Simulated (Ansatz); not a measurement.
Pressure against volume in CdSe

It was reached by relaxing an invented guess, and it needn't be the stable form of this composition.

All numbers below come from Ansatz, DFT PBE, scalar-relativistic, plane waves, PAW. Settings of the last relaxation (2-atom cell): 420 eV, 12×12×12 k points, Gaussian smearing of 0.02 eV, no spin polarisation.

```cif
data_structure
_symmetry_space_group_name_H-M 'P 1'
_symmetry_Int_Tables_number 1
_cell_length_a 4.3804
_cell_length_b 4.3804
_cell_length_c 4.3804
_cell_angle_alpha 60.000
_cell_angle_beta 60.000
_cell_angle_gamma 60.000
_cell_volume 59.43
loop_
_atom_site_label
_atom_site_type_symbol
_atom_site_fract_x
_atom_site_fract_y
_atom_site_fract_z
_atom_site_occupancy
Cd1 Cd 0.00000 0.00000 0.00000 1
Se1 Se 0.75000 0.75000 0.75000 1
```

The cell was set to several volumes, with shape and atoms relaxed at each where symmetry leaves them free. Pressure is positive in compression, and energies count from the lowest row.

```csv
row,V (Å³/atom),P (GPa),ΔE (meV/atom),gap on mesh (eV)
1,26.151,7.76,76.8,0.75
2,27.042,?,?,?
3,27.934,3.23,17.1,0.62
4,28.825,1.49,4.1,0.56
5,29.717,0.03,0.0,0.49
6,30.608,-1.21,3.4,0.43
7,31.500,-2.26,13.1,0.37
8,32.688,-3.40,34.3,0.30
```

Problem. Find B = −V·ΔP/ΔV from rows 4 and 6 and from rows 1 and 3, and from the two its slope B′ and its value B0 at zero pressure.

Solution. Rows 4 and 6 give −(28.825 + 30.608)/2 × (-1.21 − (1.49))/(30.608 − 28.825) = 45.0 GPa at a mean pressure of 0.14 GPa. Rows 1 and 3 give −(26.151 + 27.934)/2 × (3.23 − (7.76))/(27.934 − 26.151) = 68.7 GPa at a mean pressure of 5.50 GPa. So B′ = (68.7 − 45.0)/(5.50 − (0.14)) = 4.42 and B0 = 45.0 − 4.42 × (0.14) = 44.4 GPa. A third-order Birch–Murnaghan fit to all the energies gives B0 = 44.7 GPa and B′ = 4.7.

Problem. Estimate the pressure and energy of row 2.

Solution. From row 5, V0 = 29.717 × (1 + (0.03)/44.4) = 29.737 Å³/atom. Murnaghan's form P = (B0/B′)·[(V0/V)^B′ − 1] gives (44.4/4.42) × [(29.737/27.042)^4.42 − 1] = 5.24 GPa; the computed pressure is 5.30 GPa, so the estimate is off by -0.06 GPa. The work of compression from row 3, with the mean of the two pressures, gives ΔE = 17.1 + (5.24 + 3.23)/2 × (27.934 − 27.042)/160.2 × 1000 = 40.7 meV/atom (1 eV/Å³ = 160.2 GPa); the computed value is 40.7 meV/atom.

Problem. Fit the gap against pressure through the other rows and estimate it at the computed pressure of row 2.

Solution. Over the 7 rows the mean pressure is 0.8057 GPa and the mean gap is 0.503 eV. The sums of products of deviations are S_xx = 86.46 and S_xy = 3.459, so the slope is 3.459/86.46 = 0.04001 (r = 0.99, rms misfit 0.02 eV). At 5.30 GPa the line gives 0.503 + (0.04001) × (5.30 − 0.8057) = 0.68 eV. The computed value is 0.69 eV, so the line is off by -0.01 eV, no more than the largest miss among the fitted rows (0.03 eV).

Kohn–Sham gaps at this level usually fall short of measured ones. All volumes keep the k mesh of the relaxed cell. A later test with randomly moved atoms came back to the same energy, though modes that don't fit the test's cell weren't probed.
